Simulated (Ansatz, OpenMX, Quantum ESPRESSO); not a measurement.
MoSe2: 3 runs at one level of theory

```
CELL_PARAMETERS angstrom
3.32036 0.00000 0.00000
-1.66018 2.87552 0.00000
0.00000 0.00000 35.89884
ATOMIC_POSITIONS crystal
Se 0.33333 0.66667 0.20892
Mo 0.00000 0.00000 0.25499
Se 0.33333 0.66667 0.30106
Se 0.33333 0.66667 0.69894
Mo 0.00000 0.00000 0.74501
Se 0.33333 0.66667 0.79108
```

Alike in all runs: functional PBE; k mesh 9 × 9 × 1; occupations fermi-dirac, width 0.05 eV; no spin polarisation; no spin-orbit coupling.

```csv
program and potentials,plane-wave cutoff (eV),notes,largest force (eV/Å)
"Ansatz, Ansatz PAW",420,15.33 valence electrons an atom on average,0.244
"OpenMX, OpenMX 2013 PBE set, Se7.0-s3p2d2, Mo7.0-s3p2d2, grid cutoff 400 Ry",-,atomic basis; 8.67 valence electrons an atom on average,0.564
"Quantum ESPRESSO, PseudoDojo 0.4.1 SR PBE standard",1170,15.33 valence electrons an atom on average,0.261
```

Force on atom 1 (Se), eV/Å:

```csv
program and potentials,x,y,z
"Ansatz, Ansatz PAW",0.000,0.000,-0.244
"OpenMX, OpenMX 2013 PBE set, Se7.0-s3p2d2, Mo7.0-s3p2d2, grid cutoff 400 Ry",0.001,0.003,-0.559
"Quantum ESPRESSO, PseudoDojo 0.4.1 SR PBE standard",0.000,0.000,-0.261
```

Rows in atomic bases carry the error of their basis and grid, which can be large.

Differences between rows come from potentials, basis sets and numerical settings, since the functional is the same but for its coding. Runs on potential files found faulty are left out.
